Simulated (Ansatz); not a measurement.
Computed with Ansatz, DFT PBE, scalar-relativistic, plane waves, PAW. All cells share a 420 eV cutoff and Γ-centred k meshes spaced at most about 0.3 Å⁻¹ (about 0.25 or finer for metals, 2π included). Spin is collinear in cells that carry moments; the others ran without spin or lost their moments.

Each guess is relaxed in cell and atoms at zero pressure, on a coarse mesh first where it starts far from rest and then on a converged one. The steps can't lower the symmetry of the start, but it can rise. Energies are static (0 K, no zero-point motion).

Two unrelaxed guesses for MgZnO4:

A.

```yaml
crystal:
  lattice:
    - [0.00000, 3.20570, 3.20570]
    - [3.20570, 0.00000, 3.20570]
    - [3.20570, 3.20570, 0.00000]
  atoms:
    - { symbol: Mg, position: [0.00000, 0.00000, 0.00000] }
    - { symbol: Zn, position: [0.50000, 0.50000, 0.50000] }
    - { symbol: O, position: [0.61900, 0.12700, 0.12700] }
    - { symbol: O, position: [0.12700, 0.12700, 0.12700] }
    - { symbol: O, position: [0.12700, 0.61900, 0.12700] }
    - { symbol: O, position: [0.12700, 0.12700, 0.61900] }
```

B.

```yaml
crystal:
  lattice:
    - [3.25156, 0.00000, 0.00000]
    - [0.00000, 3.25156, 0.00000]
    - [0.00000, 0.00000, 5.48573]
  atoms:
    - { symbol: Mg, position: [0.00000, 0.00000, 0.00000] }
    - { symbol: Zn, position: [0.50000, 0.50000, 0.50000] }
    - { symbol: O, position: [0.00000, 0.00000, 0.60133] }
    - { symbol: O, position: [0.50000, 0.50000, 0.10248] }
    - { symbol: O, position: [0.50000, 0.50000, 0.89752] }
    - { symbol: O, position: [0.00000, 0.00000, 0.39867] }
```

Task: Do they relax into the same structure? If not, which is lower?

Result: No. B ends lower, by 1.26 eV/atom. A: F-43m at 11.0 Å³/atom → F-43m at 17.2 Å³/atom; B: P4/mmm at 9.7 Å³/atom → P4/mmm at 12.7 Å³/atom. Counting O atoms around Mg and Zn (those within 1.25 times the shortest such distance or 1.15 times the sum of covalent radii, 1.27 where that leaves under three; the shortest distance is added where it exceeds 1.18 times the sum of covalent radii), the end of A has Mg 4, Zn 12 from 3.0 Å and the end of B has Mg 8, Zn 8. The end of B holds O–O pairs (shortest 1.56 Å, as in peroxide); in the end of A the shortest O–O distance is 2.13 Å. End of A. Conventional cell: a = 7.447 Å. Mg is surrounded by 4 O at 1.92 Å; around Zn lie 12 O at 3.05 Å (long against covalent radii, as for large ions); around O lie 1 Mg at 1.92 Å, 3 O at 2.13 Å and 3 Zn at 3.05 Å. End of B. Conventional cell: a = 2.892 Å, c = 9.115 Å. Mg is surrounded by 8 O at 2.19 Å; Zn is surrounded by 8 O at 2.20 Å; O on its first site has 1 O at 1.61 Å and 4 Zn at 2.20 Å; 1 more site not described.

Ends held by symmetry can be saddle points. Weakly bound directions are ill-defined at this level, which has no dispersion term (P4/mmm, F-43m), and this can change margins and order among such cells. Another magnetic order may lie lower.
